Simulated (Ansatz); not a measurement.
# Rh (Fm-3m) in Ansatz: settings compared

The runs below take Rh through elastic constants, single point, equation of state, with PBEsol, LDA.

Everything below comes from runs of Ansatz 0.2.0. Logs are shortened: lines on timing, memory, paths and dates and some standing lists are left out, and cuts for length are marked.

**Experimental background.**

From “Thermal equation of state of rhodium characterized by XRD in a resistively heated diamond anvil cell”, 2024, pmc:11535440, for a bulk crystal of Rh: bulk modulus 264 ± 1 GPa.

How close the calculation comes is told below.

### 1 The crystal as given

It takes space group Fm-3m (No. 225, cubic). The conventional cell has a = 3.796 Å, b = 3.796 Å, c = 3.796 Å, α = 90.00°, β = 90.00°, γ = 90.00°. Around Rh (site symmetry m-3m) lie 12 Rh at 2.68 Å.

### 2 Elastic constants, PBEsol

input.yaml reads:

```yaml
crystal:
  lattice:
    - [0.0, 1.89785, 1.89785]
    - [1.89785, 0.0, 1.89785]
    - [1.89785, 1.89785, 0.0]
  atoms:
    - { symbol: Rh, position: [0.0, 0.0, 0.0] }
hamiltonian:
  xc: pbesol
  pseudopotentials: { kind: paw }
kpoints:
  mp_grid: { grid: [10, 10, 10] }
scf:
  occupations: { method: fermi_dirac, width: 0.05 }
output:
  forces: true
  stress: true
elastic:
  mode: relaxed_ion
  stencil: two_point
```

Potentials or basis: Ansatz PAW.

Started as:

```console
> ansatz run input.yaml --threads 2 --pin off --max-ram 5632MiB --backend cpu --events-out ev --progress --plain --runs-dir out
```

The log of the run:

```text
Warning: RAYON_NUM_THREADS=2 ignored (pool sized by the plan → 2); use --threads N
Engine: ansatz 0.2.0, x86_64-unknown-linux-gnu
Pseudopotentials: kind: paw
Pseudopotential: Rh, paw, valence charge 17, recommended cutoff 420 eV (normal), Rh.paw.azcp
Functional definition: PBEsol
  exchange = pbesol_x
  correlation = pbesol_c
Crystal: 1 atoms, lattice volume = 13.671 Å³
Basis set: ecut = 420 eV, 283 PW (Γ), exchange–correlation on 36×36×36 points (8 copies of the dense FFT grid, shifted against one another)
Bands: 13, of which v1, the nominal top of the filled ones, is band 9 counted from 1 (8 counted from 0)
Symmetry: 48 space group operations
Space group: Fm-3m (ITA 225), of the structure as read, at distance tolerance 2.4e-5 Å
k-points: 47 of 1000
Non-local potential: Rh, projectors of the file, l = 0: 3, l = 1: 2, l = 2: 2, l = 3: 1
PAW form: soft (Blöchl's): semilocal exchange-correlation on the pseudo side does not see the compensation charge
PAW frozen core: Rh, regenerated for the run's functional, and the local potential with it (the file was generated under x = pbe(κ = 0.804, μ = 0.2195149727645171), c = pbe(β = 0.06672455060314922))
PAW one-centre angular grid: Rh, 590 points (default); XC on 64 Gauss nodes
Initial density: superposition of atomic densities (neutral atoms: chi_scale 0, normalization atom), corrected by the library's trained network
Initial wavefunctions: pseudopotential atomic-orbital guess
Functional: x = pbesol(κ = 0.804, μ = 0.12345679012345678), c = pbesol(β = 0.046)
SCF iter   1: F=—  HF=-6338.761876 eV  |F-HF|=—  |Δ(HF+E_count)|=         —  Δρ=9.80e-3  dr2=1.07e-2  ethr=1.77e-3  ⟨swp⟩=5.1  Hψ=3391  notcnv=0
preconditioner: auto → none  [metal: Δε(μ)=0.010 eV  Ē_g=14.041 eV  σ=0.050 eV  W_gap=0.05  n_scr=0 (ndim 8)  ℏωp=30.1 eV  f_vac=0.000  D(μ)=1.51/eV (n_scr^D=14)]
SCF iter   2: F=—  HF=-6338.758898 eV  |F-HF|=—  |Δ(HF+E_count)|=   2.98e-3  Δρ=3.70e-3  dr2=1.06e-3  ethr=6.29e-5  ⟨swp⟩=2.7  Hψ=1488  notcnv=0
SCF iter   3: F=—  HF=-6338.758582 eV  |F-HF|=—  |Δ(HF+E_count)|=   3.16e-4  Δρ=1.41e-3  dr2=4.72e-5  ethr=6.22e-6  ⟨swp⟩=2.4  Hψ=892  notcnv=0
SCF iter   4: F=—  HF=-6338.758572 eV  |F-HF|=—  |Δ(HF+E_count)|=   9.99e-6  Δρ=9.16e-5  dr2=3.06e-7  ethr=2.78e-7  ⟨swp⟩=2.1  Hψ=1018  notcnv=0
SCF iter   5: F=—  HF=-6338.758574 eV  |F-HF|=—  |Δ(HF+E_count)|=   1.91e-6  Δρ=2.08e-5  dr2=1.04e-8  ethr=1.80e-9  ⟨swp⟩=2.0  Hψ=658  notcnv=0
SCF iter   6: F=—  HF=-6338.758574 eV  |F-HF|=—  |Δ(HF+E_count)|=  8.19e-11  Δρ=4.32e-6  dr2=4.31e-10  ethr=6.09e-11  ⟨swp⟩=2.1  Hψ=1022  notcnv=0
SCF iter   7: F=—  HF=-6338.758574 eV  |F-HF|=—  |Δ(HF+E_count)|=  5.37e-11  Δρ=2.73e-7  dr2=3.80e-12  ethr=2.54e-12  ⟨swp⟩=2.0  Hψ=658  notcnv=0
SCF iter   8: F=-6338.758574 eV  HF=-6338.758574 eV  |F-HF|=1.82e-12  |Δ(HF+E_count)|=  9.09e-13  Δρ=2.75e-8  dr2=6.88e-14  ethr=1.00e-12  ⟨swp⟩=3.1  Hψ=2482  notcnv=0
SCF 1 converged in 8 iterations: F = -6338.758574 eV  dr2 = 6.88e-14
Crystal: 1 atoms, lattice volume = 13.644 Å³
Symmetry: 16 space group operations
k-points: 102 of 1000
Initial density: handed on by an earlier stage of this run
Initial wavefunctions: those handed on with the density
iter 1 solved again at ethr=5.82e-8 eV; its pass at ethr=3.10e-3 eV (dr2=9.89e-6 eV) is discarded
SCF iter   1: F=—  HF=-6338.759108 eV  |F-HF|=—  |Δ(HF+E_count)|=         —  Δρ=2.72e-4  dr2=5.47e-6  ethr=5.82e-8  ⟨swp⟩=2.3  Hψ=8784  notcnv=0
preconditioner: auto → none  [metal: Δε(μ)=0.001 eV  Ē_g=14.073 eV  σ=0.050 eV  W_gap=0.00  n_scr=0 (ndim 8)  ℏωp=30.2 eV  f_vac=0.000  D(μ)=1.51/eV (n_scr^D=14)]
SCF iter   2: F=—  HF=-6338.759110 eV  |F-HF|=—  |Δ(HF+E_count)|=   2.24e-6  Δρ=1.30e-4  dr2=6.60e-7  ethr=3.22e-8  ⟨swp⟩=2.1  Hψ=1818  notcnv=0
SCF iter   3: F=—  HF=-6338.759108 eV  |F-HF|=—  |Δ(HF+E_count)|=   1.85e-6  Δρ=6.12e-5  dr2=1.05e-7  ethr=3.88e-9  ⟨swp⟩=2.4  Hψ=2059  notcnv=0
SCF iter   4: F=—  HF=-6338.759108 eV  |F-HF|=—  |Δ(HF+E_count)|=   2.53e-8  Δρ=1.25e-5  dr2=4.57e-9  ethr=6.15e-10  ⟨swp⟩=1.0  Hψ=1326  notcnv=0
SCF iter   5: F=—  HF=-6338.759108 eV  |F-HF|=—  |Δ(HF+E_count)|=   1.32e-9  Δρ=1.74e-6  dr2=7.61e-11  ethr=2.69e-11  ⟨swp⟩=2.0  Hψ=2048  notcnv=0
SCF iter   6: F=—  HF=-6338.759108 eV  |F-HF|=—  |Δ(HF+E_count)|=  6.46e-11  Δρ=9.28e-8  dr2=2.41e-13  ethr=4.48e-13 (applied; sched 1.00e-12)  ⟨swp⟩=1.9  Hψ=2099  notcnv=0
SCF iter   7: F=-6338.759108 eV  HF=-6338.759108 eV  |F-HF|=1.82e-12  |Δ(HF+E_count)|=  9.09e-13  Δρ=2.46e-8  dr2=2.48e-14  ethr=1.00e-12  ⟨swp⟩=3.9  Hψ=3769  notcnv=0
SCF 2 converged in 7 iterations: F = -6338.759108 eV  dr2 = 2.48e-14
Crystal: 1 atoms, lattice volume = 13.699 Å³
iter 1 solved again at ethr=5.54e-12 eV; its pass at ethr=3.10e-3 eV (dr2=9.41e-10 eV) is discarded
SCF iter   1: F=—  HF=-6338.757883 eV  |F-HF|=—  |Δ(HF+E_count)|=         —  Δρ=4.27e-6  dr2=8.16e-10  ethr=5.54e-12  ⟨swp⟩=2.7  Hψ=9111  notcnv=0
preconditioner: auto → none  [metal: Δε(μ)=0.001 eV  Ē_g=14.016 eV  σ=0.050 eV  W_gap=0.01  n_scr=0 (ndim 8)  ℏωp=30.1 eV  f_vac=0.000  D(μ)=1.52/eV (n_scr^D=14)]
SCF iter   2: F=—  HF=-6338.757885 eV  |F-HF|=—  |Δ(HF+E_count)|=   1.82e-6  Δρ=1.78e-6  dr2=1.00e-10  ethr=4.80e-12  ⟨swp⟩=2.2  Hψ=1895  notcnv=0
SCF iter   3: F=—  HF=-6338.757885 eV  |F-HF|=—  |Δ(HF+E_count)|=  1.09e-11  Δρ=8.58e-7  dr2=1.78e-11  ethr=5.88e-13 (applied; sched 1.00e-12)  ⟨swp⟩=2.5  Hψ=1992  notcnv=0
SCF iter   4: F=—  HF=-6338.757885 eV  |F-HF|=—  |Δ(HF+E_count)|=  9.09e-12  Δρ=1.56e-7  dr2=6.02e-13  ethr=1.05e-13 (applied; sched 1.00e-12)  ⟨swp⟩=1.0  Hψ=1326  notcnv=0
SCF iter   5: F=-6338.757885 eV  HF=-6338.757885 eV  |F-HF|=0.00e0  |Δ(HF+E_count)|=  1.82e-12  Δρ=1.77e-8  dr2=8.19e-15  ethr=1.00e-12  ⟨swp⟩=4.0  Hψ=3989  notcnv=0
SCF 3 converged in 5 iterations: F = -6338.757885 eV  dr2 = 8.19e-15
Symmetry: 8 space group operations
k-points: 171 of 1000
iter 1 solved again at ethr=4.25e-8 eV; its pass at ethr=3.10e-3 eV (dr2=7.22e-6 eV) is discarded
SCF iter   1: F=—  HF=-6338.758539 eV  |F-HF|=—  |Δ(HF+E_count)|=         —  Δρ=3.14e-4  dr2=2.37e-6  ethr=4.25e-8  ⟨swp⟩=2.0  Hψ=14519  notcnv=0
preconditioner: auto → none  [metal: Δε(μ)=0.001 eV  Ē_g=14.031 eV  σ=0.050 eV  W_gap=0.00  n_scr=0 (ndim 8)  ℏωp=30.1 eV  f_vac=0.000  D(μ)=1.52/eV (n_scr^D=14)]
SCF iter   2: F=—  HF=-6338.758541 eV  |F-HF|=—  |Δ(HF+E_count)|=   1.57e-6  Δρ=1.08e-4  dr2=2.33e-7  ethr=1.40e-8  ⟨swp⟩=1.0  Hψ=2223  notcnv=0
SCF iter   3: F=—  HF=-6338.758540 eV  |F-HF|=—  |Δ(HF+E_count)|=   9.55e-8  Δρ=2.68e-5  dr2=1.44e-8  ethr=1.37e-9  ⟨swp⟩=1.0  Hψ=2225  notcnv=0
SCF iter   4: F=—  HF=-6338.758540 eV  |F-HF|=—  |Δ(HF+E_count)|=  6.46e-10  Δρ=2.10e-6  dr2=1.44e-10  ethr=8.47e-11  ⟨swp⟩=2.4  Hψ=3552  notcnv=0
SCF iter   5: F=—  HF=-6338.758540 eV  |F-HF|=—  |Δ(HF+E_count)|=  1.46e-11  Δρ=5.09e-7  dr2=2.63e-11  ethr=8.47e-13 (applied; sched 1.00e-12)  ⟨swp⟩=2.8  Hψ=3741  notcnv=0
SCF iter   6: F=—  HF=-6338.758540 eV  |F-HF|=—  |Δ(HF+E_count)|=  5.46e-12  Δρ=2.23e-7  dr2=2.20e-12  ethr=1.55e-13 (applied; sched 1.00e-12)  ⟨swp⟩=2.3  Hψ=3159  notcnv=0
SCF iter   7: F=-6338.758540 eV  HF=-6338.758540 eV  |F-HF|=0.00e0  |Δ(HF+E_count)|=  1.82e-12  Δρ=2.16e-8  dr2=1.06e-14  ethr=1.00e-12  ⟨swp⟩=3.0  Hψ=8782  notcnv=0
SCF 4 converged in 7 iterations: F = -6338.758540 eV  dr2 = 1.06e-14
iter 1 solved again at ethr=3.84e-12 eV; its pass at ethr=3.10e-3 eV (dr2=6.52e-10 eV) is discarded
SCF iter   1: F=—  HF=-6338.758539 eV  |F-HF|=—  |Δ(HF+E_count)|=         —  Δρ=3.72e-6  dr2=6.20e-10  ethr=3.84e-12  ⟨swp⟩=2.5  Hψ=14903  notcnv=0
SCF iter   2: F=—  HF=-6338.758540 eV  |F-HF|=—  |Δ(HF+E_count)|=   1.78e-6  Δρ=1.51e-6  dr2=7.37e-11  ethr=3.65e-12  ⟨swp⟩=2.2  Hψ=3226  notcnv=0
SCF iter   3: F=—  HF=-6338.758540 eV  |F-HF|=—  |Δ(HF+E_count)|=  9.09e-12  Δρ=7.32e-7  dr2=1.07e-11  ethr=4.33e-13 (applied; sched 1.00e-12)  ⟨swp⟩=2.6  Hψ=3404  notcnv=0
SCF iter   4: F=—  HF=-6338.758540 eV  |F-HF|=—  |Δ(HF+E_count)|=  1.82e-12  Δρ=2.77e-7  dr2=1.54e-12  ethr=6.31e-14 (applied; sched 1.00e-12)  ⟨swp⟩=1.0  Hψ=2223  notcnv=0
SCF iter   5: F=-6338.758540 eV  HF=-6338.758540 eV  |F-HF|=3.64e-12  |Δ(HF+E_count)|=  3.64e-12  Δρ=4.98e-8  dr2=4.75e-14  ethr=1.00e-12  ⟨swp⟩=3.0  Hψ=7636  notcnv=0
SCF 5 converged in 5 iterations: F = -6338.758540 eV  dr2 = 4.75e-14
SCF converged after 8 iterations
Free energy (F): -6338.758574 eV
Harris-Foulkes:  -6338.758574 eV  (|F-HF|=1.82e-12)
Internal energy: -6338.746245 eV  (E = F + TS)
E sigma→0 (E₀):  -6338.752410 eV
Entropy (-TS):   -0.012329 eV (-12.329 meV/atom)
Fermi energy:    22.438701 eV
--- Per-component energies (eV) ---
  E_band       = -85.237160
  E_kinetic    = 573.232559
  E_local      = -1556.297557  (includes V_loc(G=0)·N_el)
  E_nonlocal   = 356.251070
  E_hartree    = 545.582765
  E_xc         = -220.664403
  E_vxc        = -278.035427  (∫ρ·V_xc dr)
  E_paw        = -3523.771479  (= ΣΔE_a)
  E_vpaw       = -271.554149  (= ΣTr[D̂ρ^β])
  E_aug_tail   = 0.000800  (compensation charges beyond the density's cutoff)
  E_ewald      = -2513.356200
  E_core_change = 0.276200  (= ΣΔE_core)
  E_smearing   = -0.012329  (= −TS)
  E_closure    = 0.000000  (closes the sum)
  Σ components = -6338.758574   (vs F -6338.758574, Δ=0.00e0)
--- Forces (eV/Å), atoms counted from 1 ---
  atom   1  Rh     0.00000000     0.00000000     0.00000000
  max |Σ_I F_I| component: 6.16e-32 eV/Å
--- Stress (GPa, compression-positive) ---
       -3.569324      -0.000000       0.000000
       -0.000000      -3.569324      -0.000000
        0.000000       0.000000      -3.569324
  P = ⅓ Tr σ = -3.5693 GPa (-35.693 kbar)
--- Band table (eV; the first three rows and the last of 47) ---
  k-point 0: bands = ["-56.4336", "-23.9129", "-23.9129", "-23.9129", "14.3082", "19.2749", "19.2749", "19.2749", "21.4084", "21.4084", "38.1295", "43.4858", "43.4858"]
  k-point 1: bands = ["-56.4225", "-23.9871", "-23.9229", "-23.9229", "14.7050", "19.1090", "19.4244", "19.4244", "21.3316", "21.3316", "38.6834", "41.7459", "44.0679"]
  k-point 2: bands = ["-56.3936", "-24.1789", "-23.9491", "-23.9491", "15.6782", "18.9233", "19.6533", "19.6533", "21.3561", "21.3561", "38.8748", "39.7113", "45.6276"]
  k-point 46: bands = ["-56.2788", "-24.4746", "-24.3409", "-24.1963", "17.1402", "17.7742", "19.4445", "21.4051", "23.4074", "30.6052", "33.2550", "33.6785", "35.1127"]
--- Elastic constants: 2 strain directions × 2 members + reference (group order 48) ---
  dense FFT box of the reference and of every strained cell: 18×18×18
  strains applied: 11, 23; error gains: componentwise 1.00 (the most a stress slope's error grows in a printed constant), spectral 1.73 (1 for all six strains in a standard setting)
  C = ∂σ_k/∂η_j (tension-positive GPa; Voigt order 11 22 33 23 13 12):
       437.857    197.119    197.119     -0.000      0.000     -0.000
       197.119    437.857    197.119     -0.000     -0.000      0.000
       197.119    197.119    437.857      0.000     -0.000     -0.000
         0.000     -0.000     -0.000    196.980      0.000     -0.000
        -0.000     -0.000      0.000     -0.000    196.980      0.000
         0.000     -0.000      0.000     -0.000      0.000    196.980
  reference stress σ⁰ (GPa):      3.569      3.569      3.569      0.000     -0.000      0.000
  C* (energy form; C + prestress term) asymmetry max|C*_kj − C*_jk| = 1.137e-13 GPa — a small one proves nothing (zero by symmetry where the batch's group is 432, −43m or m−3m); a large one is finite-difference/SCF noise where every solve meets its electron count
  moduli (Voigt/Reuss/Hill, GPa): K = 277.37/277.37/277.37   G = 166.34/157.01/161.67   E = 406.11   ν = 0.256
  mechanically stable: yes (min eigenvalue of sym C = 196.98 GPa)
  strain η (Voigt 11):  stress-route row diagonal C_11 = 437.86 GPa, energy-path curvature d²(F+E_count+ΔE)/dδ²/Ω₀ = 437.99 GPa
         δ    σ_11 (GPa)             F (eV)   n_scf  n_hpsi   n_pw
    -2.000e-3       2.6871       -6338.7591083       7   23291    283   relax 0 steps, max|allowed force component| 0.00e0 eV/Å
     2.000e-3       4.4385       -6338.7578853       5   19709    283   relax 0 steps, max|allowed force component| 0.00e0 eV/Å
  strain η (Voigt 23):  stress-route row diagonal C_44 = 196.98 GPa, energy-path curvature d²(F+E_count+ΔE)/dδ²/Ω₀ = 195.29 GPa
         δ    σ_23 (GPa)             F (eV)   n_scf  n_hpsi   n_pw
    -2.000e-3      -0.3940       -6338.7585405       7   40559    283   relax 0 steps, max|allowed force component| 0.00e0 eV/Å
     2.000e-3       0.3940       -6338.7585405       5   33722    283   relax 0 steps, max|allowed force component| 0.00e0 eV/Å
```

It took 3.9 s on 2 threads of AMD EPYC 7R43 (Zen 3), shared host; peak memory 0.35 GiB.

Results:

| Property | Result |
| --- | --- |
| Free energy | -6338.7586 eV |
| Pressure | -3.6 GPa |
| Band gap on the k mesh | none (metal or under the smearing width) |
| Elastic constants C11, C12, C44 | 438, 197, 197 GPa |
| Voigt bulk modulus | 277 GPa |

Levels at points of the mesh, in eV from the Fermi level:
```
             k point  band 6  band 7  band 8  band 9  band 10  band 11
  (0.00, 0.00, 0.00)   -3.16   -3.16   -3.16   -1.03    -1.03    15.69
 (0.00, 0.00, -0.50)   -3.24   -3.24    0.55    0.55     0.61     8.61
(0.00, -0.50, -0.50)   -6.07    0.53    0.97    0.97     3.15    12.24
```

Elastic tensor in Voigt notation (GPa, in the Cartesian axes of the cell as first typed):
```
438 197 197   0   0   0
197 438 197   0   0   0
197 197 438   0   0   0
  0   0   0 197   0   0
  0   0   0   0 197   0
  0   0   0   0   0 197
```

Caveat: the cell is more than 3 GPa from zero pressure, which shifts response properties; elastic constants of metals need much finer meshes, so these are rough; the PAW data sets come from PBE, with cores solved anew for the run's functional, which leaves a small shift of forces and pressure.

(Continued in part 2 of 2.)
